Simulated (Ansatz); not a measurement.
# TiO2 (Imma) in Ansatz: a series of runs, part 2 of 2

Ansatz 0.2.0. The steps go on from the part before.

**3. Relaxation of cell and atoms, BLYP**

input.yaml reads:

```yaml
crystal:
  lattice:
    - [-2.97316, 3.287369, 3.287402]
    - [2.97316, -3.287369, 3.287402]
    - [2.97316, 3.287369, -3.287402]
  atoms:
    - { symbol: Ti, position: [0.0, 0.5, 0.0] }
    - { symbol: Ti, position: [0.0, 0.0, 0.5] }
    - { symbol: Ti, position: [0.495245, 0.245245, 0.25] }
    - { symbol: Ti, position: [0.504755, 0.754755, 0.75] }
    - { symbol: O, position: [0.695081, 0.69523, 0.500149] }
    - { symbol: O, position: [0.695081, 0.194932, 0.999851] }
    - { symbol: O, position: [0.804516, 0.749617, 0.054899] }
    - { symbol: O, position: [0.194718, 0.749617, 0.445101] }
    - { symbol: O, position: [0.805282, 0.250383, 0.554899] }
    - { symbol: O, position: [0.304919, 0.805068, 0.000149] }
    - { symbol: O, position: [0.195484, 0.250383, 0.945101] }
    - { symbol: O, position: [0.304919, 0.30477, 0.499851] }
hamiltonian:
  xc: blyp
  pseudopotentials: { kind: paw }
kpoints:
  mp_grid: { grid: [6, 6, 6] }
scf:
  occupations: { method: fermi_dirac, width: 0.05 }
output:
  forces: true
  stress: true
  eigenvalues: true
relax:
  f_tol: 0.01
  max_steps: 40
  cell: { stress_tol: 0.05 }
```

Potentials or basis: Ansatz PAW.

Launch:

```
$ ansatz run input.yaml --threads 4 --pin off --max-ram 11264MiB --backend cpu --events-out ev --progress --plain --runs-dir out
```

Wall time 47 s (4 threads of Arm Neoverse V1, shared host); peak memory 0.69 GiB.

Results (log left out):

| Item | Value |
| --- | --- |
| Free energy | -14596.4707 eV |
| Relaxed volume | 10.92 Å³/atom |
| Relaxed cell | a = 5.555 Å, b = 5.555 Å, c = 5.555 Å, α = 114.99°, β = 106.79°, γ = 106.78° |
| Space group after relaxing (to 0.05 Å) | P4_2/mnm (No. 136) |
| Energy gained by relaxing | 2.5 meV/atom |
| Ionic steps | 7 |
| Pressure after relaxing | 0.0 GPa |
| Band gap on the k mesh | 1.82 eV |

The path:
```
step  energy change (eV)  largest force (eV/Å)  volume (Å³)
   1              0.0000                0.0328       128.52
   2             -0.0172                0.0254       130.24
   3             -0.0161                0.0233       130.84
   4             -0.0162                0.0018       130.88
   5             -0.0303                0.0019       130.88
   6             -0.0297                0.0015       131.02
   7             -0.0305                0.0015       131.02
```

Final structure:
```
Ti O
1.0
    -2.98483    3.31237    3.31287
     2.98483   -3.31237    3.31287
     2.98483    3.31237   -3.31287
Ti O
4 8
Cartesian
  1.4924 -1.6562 1.6564
  1.4924 1.6562 -1.6564
  0.0000 1.6562 1.6471
  2.9848 1.6562 1.6658
  1.4943 1.6562 2.9448
  1.4905 4.9686 -0.3681
  0.0000 0.3680 4.9683
  2.9848 -0.3680 1.6554
  0.0000 3.6803 1.6575
  1.4943 -1.6562 3.6809
  2.9848 2.9444 -1.6554
  1.4905 1.6562 0.3681
```

Levels at points of the mesh, in eV from the valence-band top:
| k point | band 46 | band 47 | band 48 | band 49 | band 50 | band 51 |
| --- | --- | --- | --- | --- | --- | --- |
| (0.00, 0.00, 0.00) | -0.41 | -0.41 | 0.00 | 1.82 | 2.10 | 2.34 |
| (0.00, 0.00, -0.50) | -1.15 | -0.58 | -0.58 | 2.20 | 2.20 | 2.55 |
| (0.00, -0.50, 0.00) | -1.15 | -0.59 | -0.58 | 2.20 | 2.20 | 2.54 |
| (0.00, -0.50, -0.50) | -0.93 | -0.67 | -0.67 | 1.86 | 1.86 | 2.43 |
| (-0.50, -0.50, -0.50) | -1.20 | -1.00 | -1.00 | 1.85 | 1.85 | 2.42 |

Caveat: the plane-wave basis is chosen anew once the cell has moved, so the energies of steps on either side of that aren't comparable; the pressure holds a Pulay correction of +0.9 GPa for the finite cutoff; the PAW data sets come from PBE, with cores solved anew for the run's functional, which leaves a small shift of forces and pressure. A k mesh can miss the band edges.

**4. Single point, PBE**

input.yaml, as its differences from that of step 3:

```diff
@@ -19,6 +19,6 @@
 hamiltonian:
-  xc: blyp
+  xc: pbe
   pseudopotentials: { kind: paw }
 kpoints:
-  mp_grid: { grid: [6, 6, 6] }
+  mp_grid: { grid: [3, 3, 3] }
 scf:
@@ -29,5 +29 @@
   eigenvalues: true
-relax:
-  f_tol: 0.01
-  max_steps: 40
-  cell: { stress_tol: 0.05 }
```

Potentials or basis: Ansatz PAW.

Launch:

```
$ ansatz run input.yaml --threads 4 --pin off --max-ram 11264MiB --backend cpu --events-out ev --progress --plain --runs-dir out
```

Standard output:

```text
Warning: RAYON_NUM_THREADS=4 ignored (pool sized by the plan → 4); use --threads N
[... 78 lines left out ...]
  k-point 2: bands = ["-48.2319", "-48.2200", "-48.2108", "-48.2034", "-24.6551", "-24.6525", "-24.5099", "-24.4844", "-24.4514", "-24.4482", "-24.4417", "-24.4307", "-24.3985", "-24.3887", "-24.3795", "-24.3749", "-8.9465", "-8.2726", "-8.1061", "-8.0780", "-7.9930", "-7.8589", "-7.8393", "-7.7145", "3.5787", "4.1015", "4.1608", "4.2043", "4.2154", "4.3513", "4.5411", "4.8033", "5.0137", "5.1440", "5.6120", "5.8205", "6.3268", "6.3924", "6.4311", "6.6175", "6.6795", "6.8135", "7.1894", "7.5264", "7.6376", "7.6835", "7.9715", "8.3340", "10.9288", "10.9872", "11.0148", "11.3964", "11.5303", "11.6437", "11.6520", "11.6828", "11.6860", "11.8536", "12.2589"]
  k-point 7: bands = ["-48.2295", "-48.2223", "-48.2123", "-48.2021", "-24.6572", "-24.6430", "-24.5169", "-24.5160", "-24.4504", "-24.4467", "-24.4430", "-24.4349", "-24.3782", "-24.3776", "-24.3770", "-24.3752", "-8.5161", "-8.5147", "-8.4857", "-7.9243", "-7.9237", "-7.8706", "-7.7970", "-7.7956", "3.6085", "3.6114", "4.2416", "4.3106", "4.4094", "4.4235", "4.7896", "4.7909", "5.0195", "5.1785", "5.6732", "6.6116", "6.6262", "6.6947", "6.7141", "6.7353", "6.7358", "6.7787", "6.7891", "7.1601", "7.1634", "7.3054", "7.3071", "7.8001", "10.9706", "10.9927", "11.0015", "11.3309", "11.3480", "11.3622", "11.7727", "12.0054", "12.0103", "12.1595", "12.1622"]
```

Wall time 1.4 s (4 threads of Arm Neoverse V1, shared host); peak memory 0.51 GiB.

What came out:

* Free energy: -14554.5921 eV
* Pressure: -1.3 GPa
* Largest force: 0.066 eV/Å
* Band gap on the k mesh: 1.83 eV

Forces in eV/Å, atoms in the order of the input:
```
Ti   0.000  0.000  0.000
Ti   0.000  0.000  0.000
Ti   0.000  0.000  0.010
Ti   0.000  0.000 -0.010
O    0.024  0.000 -0.053
O   -0.024  0.000 -0.053
O    0.000  0.064  0.018
O    0.000 -0.064  0.018
O    0.000  0.064 -0.018
O    0.024  0.000  0.053
O    0.000 -0.064 -0.018
O   -0.024  0.000  0.053
```

Caveat: the k mesh is coarse (spacing up to 0.47 Å⁻¹), so the values aren't converged; odd divisions of the mesh miss points on the zone boundary, where band edges often lie, so the gap on the mesh can be too wide; the pressure holds a Pulay correction of +0.7 GPa for the finite cutoff. A k mesh can miss the band edges.

**5. Summary**

```csv
task,level,cell,k mesh,mesh quality,gap on the mesh (eV),pressure (GPa),relaxed volume (Å³/atom)
relaxation of cell and atoms,PBEsol,relaxed,6 × 6 × 6,not flagged,1.87,0.0,10.33
relaxation of cell and atoms,BLYP,relaxed,6 × 6 × 6,not flagged,1.82,0.0,10.92
single point,PBE,as given,3 × 3 × 3,coarse,1.83,-1.3,-
```

Alike in all rows: potentials or basis Ansatz PAW; no spin polarisation; cutoff (eV) 420; smearing fermi-dirac 0.05 eV.

Caveats: some runs use coarse meshes; the plane-wave basis is chosen anew once the cell has moved, so the energies of steps on either side of that aren't comparable (some runs); the PAW data sets come from PBE, with cores solved anew for the run's functional, which leaves a small shift of forces and pressure (some runs); odd divisions of the mesh miss points on the zone boundary, where band edges often lie, so the gap on the mesh can be too wide (some runs).

Total energies depend on the potentials used, so only differences within one code and one set of settings carry meaning.
